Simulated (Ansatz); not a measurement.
A run of Ansatz 0.2.0 is set up as follows.

File input.yaml:

```yaml
crystal:
  lattice:
    - [-1.66395, 1.66395, 1.66395]
    - [1.66395, -1.66395, 1.66395]
    - [1.66395, 1.66395, -1.66395]
  atoms:
    - { symbol: Nb, position: [0.0, 0.0, 0.0] }
hamiltonian:
  xc: pbe
  pseudopotentials: { kind: paw, source: jth }
kpoints:
  mp_grid: { grid: [11, 11, 11] }
  band_path:
    path:
      - [[0.0, 0.0, 0.0], [0.5, -0.5, 0.5], [0.0, 0.0, 0.5], [0.0, 0.0, 0.0], [0.25, 0.25, 0.25], [0.5, -0.5, 0.5]]
      - [[0.25, 0.25, 0.25], [0.0, 0.0, 0.5]]
    npoints: 14
scf:
  occupations: { method: fermi_dirac, width: 0.05 }
  n_extra_bands: 6
output:
  forces: true
  stress: true
  eigenvalues: true
  fatbands: false
```

Potentials or basis: JTH PAW.

The run is started by

```sh
$ ansatz run input.yaml --threads 2 --pin off --max-ram 5632MiB --backend cpu --events-out ev --progress --plain --runs-dir out
```

(1) What does it give for the pressure?

(2) Estimate the band gap on the k mesh.

Results:

(1) -2.1 GPa.

(2) none (metal or under the smearing width).
